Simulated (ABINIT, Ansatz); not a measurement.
**NaCl (Fm-3m): modes at Γ and the response to a field**

Aim: the zone-centre modes of NaCl (Fm-3m).

Method: DFT LDA, scalar-relativistic, plane waves, PseudoDojo norm-conserving pseudopotentials, in ABINIT 10.8.3.

Most raw output is cut from this account.

The database entry behind the starting cell differs from later determinations by our own check (an axis about 0.4 % short against later determinations), so it need not match the best structure at ambient conditions.

**1. Set-up**

Symmetry: Fm-3m, No. 225, cubic system. The conventional cell has a = 5.466 Å, b = 5.466 Å, c = 5.466 Å, α = 90.00°, β = 90.00°, γ = 90.00°. Na has 6 Cl at 2.73 Å nearest. Cl has 6 Na at 2.73 Å nearest. Farther neighbours and most contacts between anions are not listed.

**2. Relaxing the cell and atoms**

The harmonic expansion starts where the forces on the atoms vanish, and stress shifts the frequencies, so cell and atoms are relaxed with tight thresholds.

The starting cell comes from a relaxation made beforehand in Ansatz (LDA, PseudoDojo NC).

relax.abi

```
# relaxation
ionmov 2
optcell 2
ecutsm 0.5
dilatmx 1.08
ntime 40
tolmxf 2.0d-06
tolvrs 1.0d-14
prtwf 0
prtden 0
chksymtnons 0

# basis, mesh and filling
ecut 38.0
ngkpt 8 8 8
nshiftk 1
shiftk 0.0 0.0 0.0
istwfk *1
occopt 1
nband 8
nstep 100
diemac 9.0
prtebands 0
prtgsr 0
useylm 1

# cell and atoms
acell 3*1.0 Angstrom
rprim 
    0.0 2.733249468 2.733249468
    2.733249468 0.0 2.733249468
    2.733249468 2.733249468 0.0
ntypat 2
znucl 11 17
natom 2
typat 1 2
xred 
    0.0 0.0 0.0
    0.5 0.5 0.5
pp_dirpath "./pseudo"
pseudos "Na.upf, Cl.upf"
```

Launch:

```sh
$ OMP_NUM_THREADS=1 mpirun -n 2 abinit relax.abi > relax.log
```

The job ended after 45 s (2 MPI ranks of Arm Neoverse V2, shared host; 89 s of CPU time).

Little changed from the start: no atom moved by 0.005 Å and no cell edge by 0.1 %.

Read from the output:

| Item | Value |
| --- | --- |
| volume per atom | 20.41 Å³ |
| pressure | 1.79e-4 GPa |

**3. Self-consistent run for the response**

First-order wavefunctions inherit every error of the ground state, hence the very tight tolvrs. The mesh is shifted off Γ, since shifted meshes converge sums over the zone faster.

gs.abi

```
# ground state
tolvrs 1.0d-16
prtden 1
prtwf 1

# basis, mesh and filling
ecut 38.0
ngkpt 6 6 6
nshiftk 4
shiftk 
    0.5 0.5 0.5
    0.5 0.0 0.0
    0.0 0.5 0.0
    0.0 0.0 0.5
istwfk *1
occopt 1
nband 8
nstep 100
diemac 9.0
prtebands 0
prtgsr 0
useylm 1

# cell and atoms
acell 3*1.0 Angstrom
rprim 
    0.0 2.73270463 2.73270463
    2.73270463 0.0 2.73270463
    2.73270463 2.73270463 0.0
ntypat 2
znucl 11 17
natom 2
typat 1 2
xred 
    0.0 0.0 0.0
    0.5 0.5 0.5
pp_dirpath "./pseudo"
pseudos "Na.upf, Cl.upf"
```

Launch:

```sh
$ OMP_NUM_THREADS=1 mpirun -n 2 abinit gs.abi > gs.log
```

Run time: 17 s. Hardware: 2 MPI ranks.

This step gave:

```
pressure : -0.3239 GPa
```

The cell stands at -0.32 GPa: the relaxation ran with a smoothed cutoff and on another k mesh.

**4. Empty bands**

Empty bands on the ground state's density check that the gap assumed so far is there in this cell.

gap.abi

```
# empty bands on the ground state's density
iscf -2
getden_filepath "gso_DEN"
tolwfr 1.0d-12
nbdbuf 2
prtwf 0

# basis, mesh and filling
ecut 38.0
ngkpt 8 8 8
nshiftk 1
shiftk 0.0 0.0 0.0
istwfk *1
occopt 1
nband 12
nstep 100
diemac 9.0
prtebands 0
prtgsr 0
useylm 1

# cell and atoms
acell 3*1.0 Angstrom
rprim 
    0.0 2.73270463 2.73270463
    2.73270463 0.0 2.73270463
    2.73270463 2.73270463 0.0
ntypat 2
znucl 11 17
natom 2
typat 1 2
xred 
    0.0 0.0 0.0
    0.5 0.5 0.5
pp_dirpath "./pseudo"
pseudos "Na.upf, Cl.upf"
```

Launch:

```sh
$ OMP_NUM_THREADS=1 mpirun -n 2 abinit gap.abi > gap.log
```

Wall time 13 s (2 MPI ranks).

Read from the output:

* gap on the k-mesh: 5.073 eV

In this cell the gap on the mesh is 5.1 eV, direct, so fixed occupations hold.

**5. Linear response at Γ**

The derivative of the wavefunctions by k comes first, since the response to a field is built on it; then the field and the displacements that symmetry doesn't supply are solved at q = 0.

It reads the wavefunctions written in step 3.

dfpt_gamma.abi

```
ndtset 2

# common to the responses
getwfk_filepath "gso_WFK"
kptopt 2
nqpt 1
qpt 0.0 0.0 0.0
asr 0
chneut 0

# d/dk
rfelfd1 2
rfdir1 1 1 1
iscf1 -3
tolwfr1 1.0d-20

# displacements, field
rfphon2 1
rfatpol2 1 2
rfdir2 1 1 1
rfelfd2 3
getddk2 1
tolvrs2 1.0d-10
prtwf2 0

# basis, mesh and filling
ecut 38.0
ngkpt 6 6 6
nshiftk 4
shiftk 
    0.5 0.5 0.5
    0.5 0.0 0.0
    0.0 0.5 0.0
    0.0 0.0 0.5
istwfk *1
occopt 1
nband 8
nstep 100
diemac 9.0
prtebands 0
prtgsr 0
useylm 1

# cell and atoms
acell 3*1.0 Angstrom
rprim 
    0.0 2.73270463 2.73270463
    2.73270463 0.0 2.73270463
    2.73270463 2.73270463 0.0
ntypat 2
znucl 11 17
natom 2
typat 1 2
xred 
    0.0 0.0 0.0
    0.5 0.5 0.5
pp_dirpath "./pseudo"
pseudos "Na.upf, Cl.upf"
```

Launch:

```sh
$ OMP_NUM_THREADS=1 mpirun -n 2 abinit dfpt_gamma.abi > dfpt_gamma.log
```

Wall time 13 min (2 MPI ranks); 27 min of CPU time.

Numbers from this step:

| Quantity | Value |
| --- | --- |
| miss of the charge sum rule | 1.48e-4 e |
| largest acoustic frequency at the zone centre before the sum rule | 4.75 cm⁻¹ |
| highest optical zone-centre mode (no LO-TO term) | 188.7 cm⁻¹ |
| lowest optical zone-centre mode | 188.7 cm⁻¹ |
| mean high-frequency dielectric constant | 2.676 |
| largest Born charge in size (third of the trace) | 1.073 e |

Born charge (rows field, columns displacement), before the sum rule (e), principal values of the symmetric part by kind of site:

| atom | atoms with these values | low | middle | high | mean |
| --- | --- | --- | --- | --- | --- |
| Na1 | 1 | 1.07 | 1.07 | 1.07 | 1.07 |
| Cl2 | 1 | -1.07 | -1.07 | -1.07 | -1.07 |

In full for Na1:

```
1.07 0.00 0.00
0.00 1.07 0.00
0.00 0.00 1.07
```

High-frequency dielectric tensor:

```
2.68 0.00 0.00
0.00 2.68 0.00
0.00 0.00 2.68
```

The acoustic modes at Γ come out as far as 4.8 cm⁻¹ from zero, where they should vanish, a small numerical error; the Born charges miss their sum rule by 1.5e-4 e, which is good.

**6. Zone-centre analysis**

anaddb reads the merged derivatives, imposes the acoustic sum rule and charge neutrality, and adds the LO-TO term along chosen directions.

anaddb.abi

```
ddb_filepath "gamma_DDB"
output_file "anaddb.abo"
outdata_prefix "anaddb"
asr 1
chneut 1
enunit 2
eivec 1
nph1l 1
qph1l 0.0 0.0 0.0 1.0
dieflag 1
nph2l 3
qph2l 
    1.0 0.0 0.0 0.0
    0.0 0.0 1.0 0.0
    1.0 1.0 1.0 0.0
```

mrgddb.in

```
gamma_DDB
merged
2
dfpt_gammao_DS2_DDB
gso_DDB
```

Launch:

```sh
$ mrgddb < mrgddb.in > mrgddb.log
$ OMP_NUM_THREADS=1 anaddb anaddb.abi > anaddb.log
```

It took 0.52 s on 1 thread.

Numbers from this step:

```
highest optical zone-centre mode (no LO-TO term) : 188.6 cm⁻¹
lowest optical zone-centre mode                  : 188.6 cm⁻¹
mean static dielectric constant                  : 5.475
highest mode moved by the LO-TO term             : 269.8 cm⁻¹
```

No LO-TO term; unit eigenvectors of the mass-weighted matrix, from anaddb's displacements. Modes at Γ, with each element's share of the kinetic energy:

| mode | frequency (cm⁻¹) | symmetry | Na % | Cl % |
| --- | --- | --- | --- | --- |
| 1 | 0.0 | acoustic | 39 | 61 |
| 2 | 0.0 | acoustic | 39 | 61 |
| 3 | 0.0 | acoustic | 39 | 61 |
| 4 | 188.6 | T1u | 61 | 39 |
| 5 | 188.6 | T1u | 61 | 39 |
| 6 | 188.6 | T1u | 61 | 39 |

Displacements in mode 5 (188.6 cm⁻¹), the largest set to 1:
```
Na1  0.00 -1.00  0.00
Cl2  0.00  0.65  0.00
```

Trace of the oscillator strength, degenerate modes summed. Infrared lines, with heights relative to the strongest:

| position (cm⁻¹) | lines merged | IR intensity, relative |
| --- | --- | --- |
| 189 | 3 | 100 |

Static dielectric tensor (ions relaxed, fixed cell):

```
5.48 0.00 0.00
0.00 5.48 0.00
0.00 0.00 5.48
```

The rule moves no optical mode by more than 0.1 cm⁻¹.

**7. A second program**

The same cell, potentials and cutoff go through another code, on another k mesh. Its k mesh is centred on Γ.

This step: DFT LDA, scalar-relativistic, plane waves, PseudoDojo norm-conserving pseudopotentials (Ansatz 0.2.0).

input.yaml

```yaml
crystal:
  lattice:
    - [0.0, 2.7327046304, 2.7327046304]
    - [2.7327046304, 0.0, 2.7327046304]
    - [2.7327046304, 2.7327046304, 0.0]
  atoms:
    - { symbol: Na, position: [0.0, 0.0, 0.0] }
    - { symbol: Cl, position: [0.5, 0.5, 0.5] }
kpoints:
  mp_grid: { grid: [8, 8, 8] }
hamiltonian:
  xc: lda
  pseudopotentials: { kind: nc, accuracy: standard }
scf:
  occupations: { method: fixed }
output:
  eigenvalues: true
basis:
  ecutwfc: 1034.033
phonons:
  method: dfpt
  dielectric: true
  rigid_motions: translations
```

Launch:

```sh
$ ansatz run input.yaml --threads 2 --pin off --max-ram 4096MiB --backend cpu --events-out ev --progress --plain --runs-dir out
```

Elapsed: 23 s, on 2 threads; peak memory 0.58 GiB; 45 s of CPU time.

Read from the output:

```
sum-rule residual before enforcement : 2.91e-4 eV/Å²
miss of the charge sum rule          : 8.07e-6 e
mean static dielectric constant      : 5.474
```

Transverse modes. Infrared lines, with heights relative to the strongest:

| position (cm⁻¹) | label | IR intensity ((D/Å)²/amu), degenerate modes summed, relative |
| --- | --- | --- |
| 189 | T1u | 100 |

**8. The two compared: ABINIT PseudoDojo and Ansatz, PseudoDojo**

Numbers from this step:

- root-mean-square difference: 0.01 cm⁻¹
- largest difference: 0.01 cm⁻¹

Frequencies side by side, by row:

| q (reciprocal lattice) | mode | ABINIT PseudoDojo (cm⁻¹) | Ansatz, PseudoDojo (cm⁻¹) |
| --- | --- | --- | --- |
| 0 0 0 | 1 | 0 | 0 |
| 0 0 0 | 2 | 0 | 0 |
| 0 0 0 | 3 | 0 | 0 |
| 0 0 0 | 4 | 188.6 | 188.6 |
| 0 0 0 | 5 | 188.6 | 188.6 |
| 0 0 0 | 6 | 188.6 | 188.6 |

The two runs side by side. Further quantities:

| quantity | ABINIT PseudoDojo | Ansatz, PseudoDojo |
| --- | --- | --- |
| mean ε∞ | 2.676 | 2.676 |
| largest Born charge in size (e; the first before, the second after the charge sum rule) | 1.073 | 1.073 |
| summed IR intensity ((D/Å)²/amu) | 5.717 | 5.716 |

At the zone centre the largest difference (acoustic modes at Γ apart) is 0.005 % of the highest mode.

**9. Outcome**

```json
{
  "space group after relaxation": "Fm-3m",
  "volume per atom": "20.4 Å³",
  "highest optical zone-centre mode (no LO-TO term)": "188.6 cm⁻¹",
  "highest mode moved by the LO-TO term": "269.8 cm⁻¹",
  "mean high-frequency dielectric constant": "2.68",
  "largest Born charge in size (third of the trace)": "1.07 e",
  "mean static dielectric constant": "5.48",
  "imaginary optical modes at the zone centre (no q mesh in this session)": "none",
  "largest difference from Ansatz, PseudoDojo": "0.01 cm⁻¹"
}
```

**Reading.** At the LDA level the optical modes of NaCl (Fm-3m) at the zone centre (no LO-TO term) lie at 189 cm⁻¹. The base run prints -0.32 GPa, mostly the error of a finite basis; the relaxation, with a smoothed cutoff, had brought the cell to rest. Along the directions run, the highest mode that the macroscopic field moves lies at 270 cm⁻¹. Lattice motion raises the mean dielectric constant from 2.676 to 5.475. The Born charge of Na is 1.073 e against a formal charge of +1, close to the ionic value. The Lyddane-Sachs-Teller relation holds: (ωLO/ωTO)² is 2.05 and ε₀/ε∞ is 2.05. ABINIT PseudoDojo and Ansatz, PseudoDojo agree to 0.01 cm⁻¹ (0.005 % of the highest mode compared) on all solved modes but the acoustic ones at Γ, without the LO-TO term. These are harmonic frequencies at zero temperature: anharmonic shifts and linewidths and thermal expansion are left out. Ansatz warns that the cutoff lies 14 % under the one recommended for these files; agreement at one cutoff is not convergence.

[Host names and launcher messages were left out of these logs when they were recorded.]

[Logs are printed without paths, hosts, clocks, repeated set-up lines and the standing remarks that a program may print on its own settings, such as how far it seeks lower states.]

[Hosts, paths, dates, database ids (printed as entryN), source tags and the programs' standing remarks are cut or masked in the printed files.]
